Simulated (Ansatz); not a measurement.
**Band structure of H**

```
H
1.0
     0.00000    1.14184    1.14184
     1.14184    0.00000    1.14184
     1.14184    1.14184    0.00000
H
1
Direct
  0.00000 0.00000 0.00000
```

The cell was built from the fcc type and relaxed in the same program, and has space group Fm-3m; it needn't be a known or the stable phase.

Theory: Ansatz 0.2.0, DFT, PBE, all-electron LAPW, scalar-relativistic.

Numerical set-up: a Γ-centred 20×20×20 k mesh, Fermi–Dirac smearing of 0.05 eV, basis error target 1 meV/atom, no spin polarisation.

Points in fractions of the reciprocal vectors of this cell: Γ (0, 0, 0), X (0.5, 0, 0.5), U (0.625, 0.25, 0.625), K (0.375, 0.375, 0.75), L (0.5, 0.5, 0.5), W (0.5, 0.25, 0.75). The path joins them by straight lines in the order Γ–X–U–K–Γ–L–W–X; legs that retrace an earlier one aren't tabulated. Energies are in eV from the Fermi level.

Question: Is there a gap?

Answer: none: with an odd electron count and no spin polarisation the bands can't all be full, a metal in this set-up (spin order or a larger cell could open a gap).

Question: List the levels between -8 and 6 eV at the symmetry points.

Answer: 
Γ: none in this range
X: none in this range
U: none in this range
K: none in this range
L: 1.02
W: none in this range
